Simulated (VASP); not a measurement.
# Cu: single point with PBE

The system is Cu.

```xyz
64
Lattice="0.0000 7.2700 7.2700 7.2700 0.0000 7.2700 7.2700 7.2700 0.0000" Properties=species:S:1:pos:R:3 pbc="T T T"
Cu    0.0000    0.0000    0.0000
Cu    1.8175    1.8175    0.0000
Cu    3.6350    3.6350    0.0000
Cu    5.4525    5.4525    0.0000
Cu    1.8175    0.0000    1.8175
Cu    3.6350    1.8175    1.8175
Cu    5.4525    3.6350    1.8175
Cu    7.2700    5.4525    1.8175
Cu    3.6350    0.0000    3.6350
Cu    5.4525    1.8175    3.6350
Cu    7.2700    3.6350    3.6350
Cu    9.0875    5.4525    3.6350
Cu    5.4525    0.0000    5.4525
Cu    7.2700    1.8175    5.4525
Cu    9.0875    3.6350    5.4525
Cu   10.9050    5.4525    5.4525
Cu    0.0000    1.8175    1.8175
Cu    1.8175    3.6350    1.8175
Cu    3.6350    5.4525    1.8175
Cu    5.4525    7.2700    1.8175
Cu    1.8175    1.8175    3.6350
Cu    3.6350    3.6350    3.6350
Cu    5.4525    5.4525    3.6350
Cu    7.2700    7.2700    3.6350
Cu    3.6350    1.8175    5.4525
Cu    5.4525    3.6350    5.4525
Cu    7.2700    5.4525    5.4525
Cu    9.0875    7.2700    5.4525
Cu    5.4525    1.8175    7.2700
Cu    7.2700    3.6350    7.2700
Cu    9.0875    5.4525    7.2700
Cu   10.9050    7.2700    7.2700
Cu    0.0000    3.6350    3.6350
Cu    1.8175    5.4525    3.6350
Cu    3.6350    7.2700    3.6350
Cu    5.4525    9.0875    3.6350
Cu    1.8175    3.6350    5.4525
Cu    3.6350    5.4525    5.4525
Cu    5.4525    7.2700    5.4525
Cu    7.2700    9.0875    5.4525
Cu    3.6350    3.6350    7.2700
Cu    5.4525    5.4525    7.2700
Cu    7.2700    7.2700    7.2700
Cu    9.0875    9.0875    7.2700
Cu    5.4525    3.6350    9.0875
Cu    7.2700    5.4525    9.0875
Cu    9.0875    7.2700    9.0875
Cu   10.9050    9.0875    9.0875
Cu    0.0000    5.4525    5.4525
Cu    1.8175    7.2700    5.4525
Cu    3.6350    9.0875    5.4525
Cu    5.4525   10.9050    5.4525
Cu    1.8175    5.4525    7.2700
Cu    3.6350    7.2700    7.2700
Cu    5.4525    9.0875    7.2700
Cu    7.2700   10.9050    7.2700
Cu    3.6350    5.4525    9.0875
Cu    5.4525    7.2700    9.0875
Cu    7.2700    9.0875    9.0875
Cu    9.0875   10.9050    9.0875
Cu    5.4525    5.4525   10.9050
Cu    7.2700    7.2700   10.9050
Cu    9.0875    9.0875   10.9050
Cu   10.9050   10.9050   10.9050
```

The cell was built by a generator and needn't be a form met in nature.

```yaml
Program: VASP 6.6.1
Task: single point
Functional: PBE
Potentials_or_basis: VASP PAW PBE potentials, release 64 (Cu)
Cutoff: 350 eV
k_mesh: 3 × 3 × 3
Occupations: methfessel-paxton, width 0.1 eV
Spin: no spin polarisation
```

```yaml
Pressure: -0.2 GPa
Band_gap_on_the_k_mesh: none (metal or under the smearing width)
```

Levels at points of the mesh, in eV from the Fermi level:
| k point | band 349 | band 350 | band 351 | band 352 | band 353 | band 354 |
| --- | --- | --- | --- | --- | --- | --- |
| (0.00, 0.00, 0.00) | -0.23 | -0.23 | -0.23 | 1.02 | 1.02 | 1.02 |

Run time: 52 min on 1 thread of Intel(R) Xeon(R) Platinum 8488C (Sapphire Rapids), on a shared host, peak memory 0.83 GiB.

Caveat: the cutoff is under 1.25 times the usual one of these potentials, so pressure, stress and relaxed cells hold a basis-set (Pulay) error.
